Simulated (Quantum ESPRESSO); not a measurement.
# SiC under changes of volume

One of the cells (10.313 Å³/atom); the others are scaled copies at fixed shape and fractional positions:

```xyz
8
Lattice="3.0757 0.0000 0.0000 -1.5378 2.6636 0.0000 0.0000 0.0000 10.0706" Properties=species:S:1:pos:R:3 pbc="T T T"
Si    0.0000    0.0000    1.8922
Si    0.0000    0.0000    6.9275
Si    0.0000    1.7758    4.4094
Si    1.5378    0.8879    9.4447
C     0.0000    0.0000    0.0046
C     0.0000    0.0000    5.0400
C     0.0000    1.7758    2.5157
C     1.5378    0.8879    7.5510
```

The cell is a database's computed one.

- Program: Quantum ESPRESSO 7.5
- Functional: PBE
- Potentials or basis: PseudoDojo 0.4 SR PBE stringent
- Cutoff: 1116 eV
- Density cutoff: 4463 eV
- k mesh: 10 × 10 × 3
- Occupations: fermi-dirac, width 0.05 eV
- Spin: no spin polarisation

```csv
volume (Å³/atom),energy over the lowest point (meV/atom),pressure (GPa),gap on the mesh (eV),largest force (eV/Å)
9.694,?,?,?,?
9.900,24.89,13.9,2.24,0.020
10.107,10.33,8.6,2.24,0.013
10.313,2.24,3.9,2.23,0.008
10.519,0.00,-0.5,2.23,0.004
10.726,3.09,-4.4,2.22,0.006
10.932,11.00,-8.0,2.22,0.012
```

Problem. What does the run at 9.694 Å³/atom give?

Solution. Energy over the lowest point 46.56 meV/atom; pressure 19.7 GPa; gap on the mesh 2.24 eV; largest force 0.028 eV/Å.

Worked out: A Birch-Murnaghan fit of order 3 (a polynomial in V^(-2/3)) to the other rows has its minimum at 10.50 Å³/atom with B0 = V·E''(V) = 212 GPa and B' = 3.8 at fixed shape and positions, which overstates the stiffness. It gives 46.45 meV/atom at 9.694 Å³/atom, against the run's 46.56, and -dE/dV = 19.7 GPa, against 19.7. A straight line through the other rows of the gap, of slope -0.231 eV per unit of ln V, extrapolates to 2.25 eV, against the run's 2.24.

Energies are extrapolated to zero smearing.

Caveats: an odd mesh through Γ misses points on the zone boundary, where band edges often lie.
